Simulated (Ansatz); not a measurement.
## KF: one input, then a changed one

The cell is COD entry 9008652, as deposited and not checked against the literature; nothing was relaxed.

First run: DFT, PBEsol, all-electron LAPW, scalar-relativistic (Ansatz 0.2.0).

Command: `ansatz run input.yaml --threads 1 --pin off --max-ram 2048MiB --backend cpu --events-out ev --progress --plain --runs-dir out` The run took 5.5 s on 1 thread of Arm Neoverse V2, with other jobs on the host.

```yaml
crystal:
  lattice:
    - [0.0, 2.6735, 2.6735]
    - [2.6735, 0.0, 2.6735]
    - [2.6735, 2.6735, 0.0]
  atoms:
    - { symbol: K, position: [0.0, 0.0, 0.0] }
    - { symbol: F, position: [0.5, 0.5, 0.5] }
kpoints:
  mp_grid: { grid: [9, 9, 9] }
  band_path:
    path:
      - [0.0, 0.0, 0.0]
      - [0.5, 0.0, 0.5]
      - [0.625, 0.25, 0.625]
      - [0.375, 0.375, 0.75]
      - [0.0, 0.0, 0.0]
      - [0.5, 0.5, 0.5]
      - [0.5, 0.25, 0.75]
      - [0.5, 0.0, 0.5]
    npoints: 5
scf:
  occupations: { method: fermi_dirac, width: 0.01 }
hamiltonian:
  xc: pbesol
  pseudopotentials: { kind: all_electron, lapw: { basis_error: 0.001 } }
output:
  forces: true
  stress: true
  eigenvalues: true
```

Result: converged; pressure -0.72 GPa; gap on the k mesh 6.03 eV (the mesh can miss the band edges); 8 SCF iterations.

A second run of a changed input logged this at its end:

```
Bands: 16, of which v1, the nominal top of the filled ones, is band 12 counted from 1 (11 counted from 0)
Symmetry: 48 space group operations
Space group: Fm-3m (ITA 225), of the structure as read, at distance tolerance 3.4e-5 Å
k-points: 35 of 729
Non-local potential: K, projectors of the file, none
Non-local potential: F, projectors of the file, none
Initial density: superposition of atomic densities (chi_scale 0.1, normalization cell, long waves kept (reshape's long-wave potential 0.00 eV rms))
Initial wavefunctions: plane waves of lowest kinetic energy (no species holds an atomic orbital)
Functional: x = pbesol(κ = 0.804, μ = 0.12345679012345678), c = pbesol(β = 0.046)
iter 1 solved again at ethr=3.37e-3 eV; its pass at ethr=1.00e-1 eV (dr2=8.09e-1 eV) is discarded
SCF iter   1: F=—  HF=-19077.543225 eV  |F-HF|=—  |Δ(HF+E_count)|=         —  Δρ=3.57e-2  dr2=8.09e-1  ethr=3.37e-3  ⟨swp⟩=2.0  Hψ=3493  notcnv=0
preconditioner: auto → none  [insulator: Δε(μ)=8.485 eV  Ē_g=20.777 eV  σ=0.010 eV  W_gap=1.00  n_scr=14 (ndim 8)  ℏωp=24.0 eV  f_vac=0.000  D(μ)=0.00/eV (n_scr^D=0)  ε∞_Penn≈2.3]
iter 2 solved again at ethr=1.90e-5 eV; its pass at ethr=3.37e-3 eV (dr2=4.55e-3 eV) is discarded
SCF iter   2: F=—  HF=-19076.673794 eV  |F-HF|=—  |Δ(HF+E_count)|=   8.69e-1  Δρ=4.16e-3  dr2=4.55e-3  ethr=1.90e-5  ⟨swp⟩=2.5  Hψ=3262  notcnv=0
SCF iter   3: F=—  HF=-19076.381557 eV  |F-HF|=—  |Δ(HF+E_count)|=   2.92e-1  Δρ=9.11e-3  dr2=5.26e-2  ethr=1.89e-5  ⟨swp⟩=3.3  Hψ=2152  notcnv=0
Error: did not converge after 3 iterations: dr2 = 5.26e-2 (threshold 1.00e-7), under the density mixer `msr1`, which `scf.mixing.algorithm: auto` chose by the deck's other keys (type `scf.mixing.algorithm: msr1` to keep it); raise `scf.max_iter`, which need not help a stalled SCF, or adjust the mixing (`scf.mixing`) or, under a smearing, its width (`scf.occupations.width`, in either direction: another width is another result); this SCF holds its density and magnetisation to the symmetry operations that it keeps, and cannot end on a state that breaks one of them: if the state sought breaks one, re-run with `crystal.symmetry.detect: false`, without `crystal.symmetry.time_reversal: true`, on a non-collinear deck whose state breaks time reversal, with `crystal.symmetry.time_reversal: false` beside it (there exact exchange or a DFT+U term alone can polarise the run; a magnetic state wants starting moments), where the deck allows it (that run may end on another state, and need not converge either) — the other mixer that `auto` picks from is left to try (`scf.mixing.algorithm: broyden`); it can need more iterations, either can converge an SCF that the other leaves open, and the two can end on different states; the input reference at `scf.mixing.algorithm` says more, and from which start to try it
```

**Question.** What was wrong with the input?

**Answer.** Too few SCF iterations, by this change (others could give a like log):
```diff
@@ -22,4 +22,5 @@
 scf:
   occupations: { method: fermi_dirac, width: 0.01 }
+  max_iter: 3
 hamiltonian:
   xc: pbesol
```
